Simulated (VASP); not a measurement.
Crystal: C.

```
C
1.0
     2.65771    0.00000    0.00000
     0.00000    2.65771    0.00000
     0.00000    0.00000    2.65771
C
3
Direct
  0.00000 0.50000 0.50000
  0.50000 0.00000 0.50000
  0.50000 0.50000 0.00000
```

The cell was built by a generator and needn't be a form met in nature.

The cell isn't the ideal one: random cell by space group and Wyckoff sites (Pm-3m, No. 221).

* Program: VASP 6.6.1
* Task: relaxation of cell and atoms
* Functional: PBE
* Potentials or basis: VASP PAW PBE potentials, release 64 (C)
* Cutoff: 600 eV
* k mesh: 18 × 18 × 18
* Occupations: gaussian, width 0.1 eV
* Spin: no spin polarisation

At the start: pressure -6.5 GPa; volume 6.26 Å³/atom.

Q: How do energy, volume and symmetry change on relaxing?

A: Over 3 steps the energy falls by 6.2 meV/atom and the volume is 5.97 Å³/atom (-4.5 %); space group Pm-3m (No. 221, to 0.05 Å).

The path:
```
step  energy change (eV)  largest force (eV/Å)  pressure (GPa)  volume (Å³)
   1              0.0000                0.0000           -6.49        18.77
   2             -0.0178                0.0000           -1.58        18.09
   3             -0.0187                0.0000           -0.08        17.92
```

Final structure:
```cif
data_structure
_symmetry_space_group_name_H-M 'P 1'
_symmetry_Int_Tables_number 1
_cell_length_a 2.6169
_cell_length_b 2.6169
_cell_length_c 2.6169
_cell_angle_alpha 90.000
_cell_angle_beta 90.000
_cell_angle_gamma 90.000
_cell_volume 17.92
loop_
_atom_site_label
_atom_site_type_symbol
_atom_site_fract_x
_atom_site_fract_y
_atom_site_fract_z
_atom_site_occupancy
C1 C 0.00000 0.50000 0.50000 1
C2 C 0.50000 0.00000 0.50000 1
C3 C 0.50000 0.50000 0.00000 1
```
